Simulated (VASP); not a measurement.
# Pm (Fm-3m) in VASP: further runs, part 2 of 2

VASP 6.6.1. Earlier steps stand in the parts before.

## Step 4: Single point, LDA, collinear spin, ferromagnetic start

File INCAR:

```
PREC     = Accurate       # precision mode
ENCUT    = 550            # plane-wave cutoff, eV
EDIFF    = 1E-6           # SCF threshold, eV
ISMEAR   = -1             # smearing method
SIGMA    = 0.2            # smearing width, eV
LREAL    = F              # projectors in reciprocal space
LASPH    = T              # aspherical terms in the spheres
NELM     = 100            # most SCF steps
ALGO     = Normal         # electronic algorithm
ISIF     = 2              # what is computed and relaxed
LWAVE    = F              # write WAVECAR
LCHARG   = F              # write CHGCAR
ISPIN    = 2              # spin polarisation
MAGMOM   = 4              # initial moments
LORBIT   = 11             # projections on sites
LMAXMIX  = 6              # l up to which the mixer works
GGA      = CA             # functional
NBANDS   = 18             # bands
ADDGRID  = F
```

File KPOINTS:

```
Automatic mesh
0
Gamma
  11 11 11
```

File POSCAR:

```
Pm
1.0
    0.0000000000      2.5841748100      2.5841748100
    2.5841748100      0.0000000000      2.5841748100
    2.5841748100      2.5841748100      0.0000000000
Pm
1
Direct
    0.0000000000      0.0000000000      0.0000000000
```

Potentials or basis: VASP PAW PBE potentials, release 64 (Pm).

Command:

```console
cat potpaw_PBE.64/Pm/POTCAR > POTCAR
mpirun -np 1 vasp_std > vasp.out
```

OUTCAR:

```text
PREC = Accurate
   ENCUT = 550
   EDIFF = 1E-6
   ISMEAR = -1
   LREAL = F
   LASPH = T
   NELM = 100
   ISIF = 2
   ISPIN = 2
   LORBIT = 11
   GGA = CA

 Found     56 irreducible k-points:

 Following reciprocal coordinates:
            Coordinates               Weight
  0.000000  0.000000  0.000000      1.000000
  0.090909  0.000000  0.000000      8.000000
  0.181818  0.000000  0.000000      8.000000
  0.272727  0.000000  0.000000      8.000000
  0.363636  0.000000  0.000000      8.000000
  0.454545  0.000000  0.000000      8.000000
   k-points           NKPTS =     56   k-points in BZ     NKDIM =     56   number of bands    NBANDS=     18
   number of dos      NEDOS =    301   number of ions     NIONS =      1
[... 337 lines left out ...]
  Total       -0.4930153     -0.4930153     -0.4930153      0.0000000      0.0000000     -0.0000000
  in kB      -22.8862878    -22.8862878    -22.8862878      0.0000000      0.0000000     -0.0000000
  external PRESSURE =     -22.8862878 kB  Pullay stress =       0.0000000 kB

 VOLUME and BASIS-vectors are now :
 -----------------------------------------------------------------------------
  energy-cutoff  :      550.00
  volume of cell :       34.51
      direct lattice vectors                 reciprocal lattice vectors
     0.000000000  2.584174810  2.584174810    -0.193485363  0.193485363  0.193485363
     2.584174810  0.000000000  2.584174810     0.193485363 -0.193485363  0.193485363
     2.584174810  2.584174810  0.000000000     0.193485363  0.193485363 -0.193485363

 POSITION                                       TOTAL-FORCE (eV/Angst)
 -----------------------------------------------------------------------------------
      0.00000      0.00000      0.00000         0.000000      0.000000     -0.000000
 -----------------------------------------------------------------------------------
    total drift:                               -0.000000     -0.000000     -0.000000

  FREE ENERGIE OF THE ION-ELECTRON SYSTEM (eV)
  ---------------------------------------------------
  free  energy   TOTEN  =        -8.4802273987 eV

  energy  without entropy=       -7.5442376648  energy(sigma->0) =       -8.01223253

 total charge

# of ion       s       p       d       f       tot
--------------------------------------------------
    1        2.047   5.472   0.498   4.391  12.408

 magnetization (x)

# of ion       s       p       d       f       tot
--------------------------------------------------
    1        0.000   0.028   0.163   4.373   4.563
```

OSZICAR:

```text
N       E                     dE             d eps       ncg     rms          rms(c)
DAV:   1     0.112508093936E+03    0.11251E+03   -0.64166E+03  4210   0.135E+03
DAV:   2     0.661373042430E+01   -0.10589E+03   -0.93570E+02  4506   0.201E+02
DAV:   3    -0.700736387988E+01   -0.13621E+02   -0.12872E+02  5060   0.831E+01
DAV:   4    -0.784214143464E+01   -0.83478E+00   -0.82035E+00  6452   0.197E+01
DAV:   5    -0.786602499915E+01   -0.23884E-01   -0.23858E-01  5412   0.263E+00    0.289E+01
DAV:   6    -0.193817114858E+02   -0.11516E+02   -0.55226E+01  5070   0.642E+01    0.388E+01
DAV:   7    -0.899289617854E+01    0.10389E+02   -0.17274E+01  5048   0.342E+01    0.861E+00
DAV:   8    -0.874010918238E+01    0.25279E+00   -0.40124E+00  5740   0.175E+01    0.129E+01
DAV:   9    -0.853306360488E+01    0.20705E+00   -0.16980E-01  6124   0.442E+00    0.561E+00
DAV:  10    -0.850482083961E+01    0.28243E-01   -0.24612E-01  5552   0.539E+00    0.352E+00
DAV:  11    -0.848194420685E+01    0.22877E-01   -0.28591E-02  5860   0.184E+00    0.104E+00
DAV:  12    -0.848208715429E+01   -0.14295E-03   -0.45045E-04  5704   0.162E-01    0.988E-01
DAV:  13    -0.848046617369E+01    0.16210E-02   -0.15308E-03  5412   0.421E-01    0.337E-01
DAV:  14    -0.848028088817E+01    0.18529E-03   -0.98999E-04  6072   0.330E-01    0.174E-01
DAV:  15    -0.848023700327E+01    0.43885E-04   -0.53240E-05  6248   0.794E-02    0.713E-02
DAV:  16    -0.848022738361E+01    0.96197E-05   -0.17764E-05  5686   0.457E-02    0.414E-03
DAV:  17    -0.848022739872E+01   -0.15117E-07   -0.27679E-07  2530   0.341E-03
   1 F= -.84802274E+01 E0= -.80122325E+01  d E =-.935990E+00  mag=     5.0961
```

stdout:

```text
POSCAR found type information on POSCAR Pm
 POSCAR found :  1 types and       1 ions
 scaLAPACK will be used
 -----------------------------------------------------------------------------
|                                                                             |
|                                                                             |
|     You enforced a specific xc type in the INCAR file but a different       |
|     I HOPE YOU KNOW WHAT YOU ARE DOING!                                     |
|                                                                             |
 -----------------------------------------------------------------------------

 LDA part: xc-table for (Slater(with rela. corr.)+CA(PZ))
 , standard interpolation
 POSCAR, INCAR and KPOINTS ok, starting setup
 FFT: planning ... GRIDC
 FFT: planning ... GRID_SOFT
 FFT: planning ... GRID
 WAVECAR not read
 entering main loop
```

Run time: 37 s. Hardware: 1 thread of Intel Xeon 6975P-C (Granite Rapids), shared host; peak memory 0.2 GiB.

The run converged, but some of its settings lie outside the range that counts as converged, so its numbers aren't taken as properties of the crystal.

Results:

| Quantity | Value |
| --- | --- |
| Free energy | -8.4802 eV |
| Pressure | -2.3 GPa |
| Band gap on the k mesh | none (metal or under the smearing width) |
| Net moment | 5.10 μB per cell |
| Site moments | Pm +4.56 μB |
| Valence electrons inside the program's atomic spheres | Pm 12.41 |

Caveat: the magnetic or orbital state may not be the lowest; the PAW data sets were made with another functional, which shifts forces and pressure a little; spin-orbit coupling is left out, which moves the levels of the heavy elements.

## Step 5: Single point, LDA, collinear spin, ferromagnetic start

This run uses another cell than the first one, of the same volume but with other edges.

INCAR is that of step 4.

KPOINTS is that of step 4.

File POSCAR:

```
Pm
1.0
   -0.0555010000      2.5655700000      2.5293400000
    2.5242190000     -0.0080540000      2.4818930000
    2.6229240000      2.6168280000     -0.1067590000
Pm
1
Direct
    0.0077670000      0.0042080000     -0.0216400000
```

Command:

```console
cat potpaw_PBE.64/Pm/POTCAR > POTCAR
mpirun -np 1 vasp_std > vasp.out
```

It took 7.4 min on 1 thread of Intel Xeon 6975P-C (Granite Rapids), shared host; peak memory 0.74 GiB.

The run converged, but some of its settings lie outside the range that counts as converged, so its numbers aren't taken as properties of the crystal.

Results:

| Item | Value |
| --- | --- |
| Free energy | -8.4716 eV |
| Pressure | -2.1 GPa |
| Band gap on the k mesh | none (metal or under the smearing width) |
| Net moment | 5.10 μB per cell |
| Site moments | Pm +4.57 μB |
| Valence electrons inside the program's atomic spheres | Pm 12.41 |

Caveat: the magnetic or orbital state may not be the lowest; the PAW data sets were made with another functional, which shifts forces and pressure a little; spin-orbit coupling is left out, which moves the levels of the heavy elements.

## Step 6: Single point, PBE, collinear spin, ferromagnetic start

File INCAR:

```
ALGO = Normal
EDIFF = 1E-7
ENCUT = 520
GGA = PE
ISIF = 2
ISMEAR = -1
ISPIN = 2
LASPH = T
LCHARG = T
LELF = T
LMAXMIX = 6
LORBIT = 11
LREAL = F
LVHAR = T
LWAVE = F
MAGMOM = 5.5
NBANDS = 18
NELM = 120
PREC = Accurate
SIGMA = 0.05
```

File KPOINTS:

```
k-points
0
Gamma
  9 9 9
```

File POSCAR:

```
Pm
1.0
    0.0000000000      2.5841748100      2.5841748100
    2.5841748100      0.0000000000      2.5841748100
    2.5841748100      2.5841748100      0.0000000000
Pm
1
Direct
    0.0000000000      0.0000000000      0.0000000000
```

Potentials or basis: VASP PAW PBE potentials, release 64 (Pm).

Command:

```console
cat potpaw_PBE.64/Pm/POTCAR > POTCAR
mpirun -np 1 vasp_std > vasp.out
```

OUTCAR:

```text
EDIFF = 1E-7
   ENCUT = 520
   GGA = PE
   ISIF = 2
   ISMEAR = -1
   ISPIN = 2
   LASPH = T
   LORBIT = 11
   LREAL = F
   NELM = 120
   PREC = Accurate

 ion  position               nearest neighbor table
   1  0.000  0.000  0.000-

  LATTYP: Found a face centered cubic cell.
 ALAT       =     5.1683496200

  Lattice vectors:

 A1 = (   0.0000000000,   2.5841748100,   2.5841748100)
 A2 = (   2.5841748100,   0.0000000000,   2.5841748100)
 A3 = (   2.5841748100,   2.5841748100,   0.0000000000)

Analysis of symmetry for initial positions (statically):
=====================================================================
 Subroutine PRICEL returns:
[... 1212 lines left out ...]
  Total        0.2416748      0.2416748      0.2416748     -0.0000000     -0.0000000     -0.0000000
  in kB       11.2187957     11.2187957     11.2187957     -0.0000000     -0.0000000     -0.0000000
  external PRESSURE =      11.2187957 kB  Pullay stress =       0.0000000 kB

 VOLUME and BASIS-vectors are now :
 -----------------------------------------------------------------------------
  energy-cutoff  :      520.00
  volume of cell :       34.51
      direct lattice vectors                 reciprocal lattice vectors
     0.000000000  2.584174810  2.584174810    -0.193485363  0.193485363  0.193485363
     2.584174810  0.000000000  2.584174810     0.193485363 -0.193485363  0.193485363
     2.584174810  2.584174810  0.000000000     0.193485363  0.193485363 -0.193485363

 POSITION                                       TOTAL-FORCE (eV/Angst)
 -----------------------------------------------------------------------------------
      0.00000      0.00000      0.00000         0.000000      0.000000      0.000000
 -----------------------------------------------------------------------------------
    total drift:                               -0.000000     -0.000000     -0.000000

  FREE ENERGIE OF THE ION-ELECTRON SYSTEM (eV)
  ---------------------------------------------------
  free  energy   TOTEN  =        -7.7479703877 eV

  energy  without entropy=       -7.6874467477  energy(sigma->0) =       -7.71770857

 total charge

# of ion       s       p       d       f       tot
--------------------------------------------------
    1        2.051   5.490   0.486   4.391  12.417

 magnetization (x)

# of ion       s       p       d       f       tot
--------------------------------------------------
    1       -0.001   0.037   0.251   4.381   4.667
```

It took 41 s on 1 thread of Intel Xeon 6975P-C (Granite Rapids), shared host; peak memory 0.19 GiB.

Results:

```yaml
Free_energy: -7.7480 eV
Pressure: 1.1 GPa
Band_gap_on_the_k_mesh: none (metal or under the smearing width)
Net_moment: 5.45 μB per cell
Site_moments: Pm +4.67 μB
Valence_electrons_inside_the_program's_atomic_spheres: Pm 12.42
```

Caveat: the magnetic or orbital state may not be the lowest; spin-orbit coupling is left out, which moves the levels of the heavy elements.

## Step 7: The reference run

An earlier run on the cell as given: functional PBE; potentials or basis VASP PAW PBE potentials, release 64 (Pm); cutoff 520 eV; k mesh 9 × 9 × 9; occupations fermi-dirac, width 0.05 eV; collinear spin, ferromagnetic start; starting moments [4.0] μB.

- Pressure: 1.1 GPa
- Band gap on the k mesh: none (metal or under the smearing width)
- Net moment: 5.45 μB per cell
- Site moments: Pm +4.67 μB
- Valence electrons inside the program's atomic spheres: Pm 12.42
